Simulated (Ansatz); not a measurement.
Field gradients at the nuclei in Ag under strain

The cell is a structure deposited in the COD, relaxed with PBE at fixed cell and then changed (z stretched by 3 %, ions relaxed).

```cif
data_structure
_symmetry_space_group_name_H-M 'P 1'
_symmetry_Int_Tables_number 1
_cell_length_a 2.9300
_cell_length_b 2.9300
_cell_length_c 4.9337
_cell_angle_alpha 90.000
_cell_angle_beta 90.000
_cell_angle_gamma 120.000
_cell_volume 36.68
loop_
_atom_site_label
_atom_site_type_symbol
_atom_site_fract_x
_atom_site_fract_y
_atom_site_fract_z
_atom_site_occupancy
Ag1 Ag 0.33333 0.66667 0.25000 1
Ag2 Ag 0.66667 0.33333 0.75000 1
```

Atoms are numbered from 1 in the order listed; like atoms form one site, named after its first atom.

Level of theory: DFT, PBE, plane waves and PAW, scalar-relativistic, 420 eV cutoff, Γ-centred 18×18×10 k-points, Fermi–Dirac smearing 0.05 eV (Ansatz 0.2.0).

V_zz is the principal component of the electric field gradient with the largest magnitude, η = (V_xx − V_yy)/V_zz and C_Q = eQV_zz/h.

| site | atoms (order as listed) | first shell | V_xx, V_yy, V_zz (10²¹ V/m²) | η | C_Q (MHz) |
| --- | --- | --- | --- | --- | --- |
| Ag | 1, 2 | 12 Ag at 2.93–2.99 Å | -0.095, -0.095, 0.19 | 0.00 | – |

An axis of threefold or higher order runs through Ag, so V_zz lies along it and η is zero.

Ag has no stable isotope with a ground-state quadrupole moment in the table, so no C_Q is given.

With no gap above 0.1 eV, as in a metal, the gradients converge slowly in k; expect changes of a tenth or more on a denser mesh. Without spin–orbit coupling (the program notes it for Ag) the gradients can shift somewhat, as the gap is small.
